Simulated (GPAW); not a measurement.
**ZnS: dielectric tensor with LDA**

**What was measured.**

A printed reference work, monograph reports, for a bulk crystal of ZnS: high-frequency dielectric constant 5.14.

Crystal: ZnS.

```xyz
2
Lattice="0.0000 2.7020 2.7020 2.7020 0.0000 2.7020 2.7020 2.7020 0.0000" Properties=species:S:1:pos:R:3 pbc="T T T"
Zn    4.0530    4.0530    4.0530
S     0.0000    0.0000    0.0000
```

```json
{"Program": "GPAW 26.7.0", "Task": "dielectric tensor", "Functional": "LDA", "Potentials or basis": "the program's PAW data sets (release 1.2.1) made for this functional", "Cutoff": "450 eV", "Basis": "pw", "k mesh": "7 × 7 × 7", "Occupations": "fermi-dirac, width 0.001 eV", "Spin": "no spin polarisation", "Response ecut": "80 eV", "Maxiter": "150", "Response k mesh": "21 × 21 × 21", "Response bands": "29", "Kernels": "[\"RPA\", \"LR0.1\", \"LR0.2\"]", "Coarser k mesh": "15 × 15 × 15"}
```

* Band gap on the k mesh: 1.86 eV, direct
* Electronic dielectric tensor (diagonal): 5.94

Electronic dielectric tensor:
```
5.94 0.00 0.00
0.00 5.94 0.00
0.00 0.00 5.94
```

It took 3.5 min on 1 thread of Arm Neoverse V2 (shared host), peak memory 0.55 GiB.

The gap isn't set beside the measured one, since this odd mesh misses points on the zone boundary. Measured high-frequency dielectric constant of ZnS: 5.14 (a printed reference work, monograph). This calculation gives 5.94 (+15.6 %).

Caveat: the long-wavelength limit can be off by several per cent where d states take part; an odd mesh through Γ misses points on the zone boundary, where band edges often lie.
